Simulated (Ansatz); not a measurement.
Molecular dynamics on a 2×2×2 supercell (24 atoms) of SnO2 (fluorite), relaxed with r2SCAN. Forces come from PBE in the PAW code Ansatz: constant energy and volume (NVE), velocities drawn at 1300 K, steps of 3 fs. Classical nuclei, no spin polarisation; a few dozen steps show the first response, not equilibrium. The structure comes from a prototype and may be hypothetical.

```yaml
crystal:
  lattice:
    - [0.0, 5.0669339408, 5.0669339408]
    - [5.0669339408, 0.0, 5.0669339408]
    - [5.0669339408, 5.0669339408, 0.0]
  atoms:
    - { symbol: Sn, position: [0.0, 0.0, 0.0] }
    - { symbol: O, position: [0.125, 0.125, 0.125] }
    - { symbol: O, position: [0.375, 0.375, 0.375] }
    - { symbol: Sn, position: [0.0, 0.0, 0.5] }
    - { symbol: O, position: [0.125, 0.125, 0.625] }
    - { symbol: O, position: [0.375, 0.375, 0.875] }
    - { symbol: Sn, position: [0.0, 0.5, 0.0] }
    - { symbol: O, position: [0.125, 0.625, 0.125] }
    - { symbol: O, position: [0.375, 0.875, 0.375] }
    - { symbol: Sn, position: [0.0, 0.5, 0.5] }
    - { symbol: O, position: [0.125, 0.625, 0.625] }
    - { symbol: O, position: [0.375, 0.875, 0.875] }
    - { symbol: Sn, position: [0.5, 0.0, 0.0] }
    - { symbol: O, position: [0.625, 0.125, 0.125] }
    - { symbol: O, position: [0.875, 0.375, 0.375] }
    - { symbol: Sn, position: [0.5, 0.0, 0.5] }
    - { symbol: O, position: [0.625, 0.125, 0.625] }
    - { symbol: O, position: [0.875, 0.375, 0.875] }
    - { symbol: Sn, position: [0.5, 0.5, 0.0] }
    - { symbol: O, position: [0.625, 0.625, 0.125] }
    - { symbol: O, position: [0.875, 0.875, 0.375] }
    - { symbol: Sn, position: [0.5, 0.5, 0.5] }
    - { symbol: O, position: [0.625, 0.625, 0.625] }
    - { symbol: O, position: [0.875, 0.875, 0.875] }
kpoints:
  mp_grid: { grid: [2, 2, 2] }
hamiltonian:
  xc: pbe
scf:
  occupations: { method: fermi_dirac, width: 0.112 }
md:
  ensemble: nve
  temperature: 1300
  timestep: 3.0
  n_steps: 20
  initial_velocities: maxwell_boltzmann
  seed: 9774
```

Run as `ansatz run input.yaml --threads 4 --pin off --max-ram 3686MiB --backend cpu --events-out ev --progress --plain --runs-dir out`. It took 74 s on 4 threads of Arm Neoverse V2 (shared host); peak host memory 1.2 GiB.

```csv
step,t (fs),T (K),free energy F from step 0 (meV/atom),kinetic energy (meV/atom),largest force (eV/Å)
0,0,1300,0.0,161.0,0.00
1,3,1229,8.9,152.3,1.07
2,6,1038,33.1,128.6,2.23
3,9,790,64.5,97.8,3.30
4,12,575,91.8,71.2,4.01
5,15,470,104.9,58.2,4.08
6,18,497,101.2,61.6,3.44
7,21,611,86.5,75.7,2.35
8,24,735,70.7,91.0,2.44
9,27,804,61.9,99.6,2.85
10,30,796,63.0,98.7,3.25
11,33,731,71.5,90.6,3.51
12,36,652,81.6,80.8,3.54
13,39,603,87.9,74.7,3.50
14,42,611,86.9,75.7,3.45
15,45,675,78.8,83.6,3.23
16,48,772,66.5,95.6,2.85
17,51,863,54.9,106.9,2.49
18,54,911,48.7,112.9,2.82
19,57,901,50.1,111.6,3.56
20,60,853,56.5,105.7,4.09
```

The temperature starts at 1300 K, is lowest at step 5 (470 K, 15 fs) and ends at 853 K. The atoms start on their lattice sites with kinetic energy alone, so much of it first passes into potential energy. The conserved energy stays within 2.16 meV an atom. By the last step the atoms have moved 0.30 Å in the root mean square, the drift of the whole cell taken out, 0.60 Å at most.

Positions (Å) and forces (eV/Å) at step 20:
```
Sn   0.150  -0.042   0.059    -2.185   1.402   0.035
O    1.341   1.631   1.396    -1.146   0.216   0.713
O    3.468   3.695   3.873     0.612   1.076  -0.522
Sn   2.496   2.598  -0.085    -0.992  -0.745   3.893
O    3.849   3.749   1.449     1.586  -1.280  -1.153
O    6.605   6.370   3.957    -0.976  -0.780  -0.256
Sn   2.509   0.058   2.528     0.083   0.805   1.182
O    4.050   1.108   3.697     0.023  -0.588  -0.310
O    6.604   4.255   5.997    -1.232  -1.707  -1.532
Sn   5.051   2.481   2.623    -1.252   0.795  -1.002
O    6.110   3.877   3.571    -0.991  -0.094   0.988
O    8.884   6.149   6.184    -0.281   0.374  -0.262
Sn  -0.020   2.577   2.599     0.040  -2.260  -0.414
O    0.924   3.787   3.759     1.048   0.851  -0.769
O    3.677   6.201   6.217     0.658   0.219  -0.868
Sn   2.413   5.083   2.428     2.198   0.242   2.301
O    3.933   6.204   3.503     0.850  -0.693   1.340
O    6.567   9.184   6.184     1.479  -1.578   0.065
Sn   2.708   2.440   5.164    -1.658  -0.219   0.317
O    4.099   3.639   6.274    -0.581   0.012   0.674
O    6.545   6.234   9.107    -0.205  -0.220  -1.172
Sn   4.902   5.047   5.039     1.453   0.448  -1.838
O    6.298   6.544   6.473    -0.047   1.204   0.540
O    8.537   8.630   8.786     1.514   2.520  -1.950
```
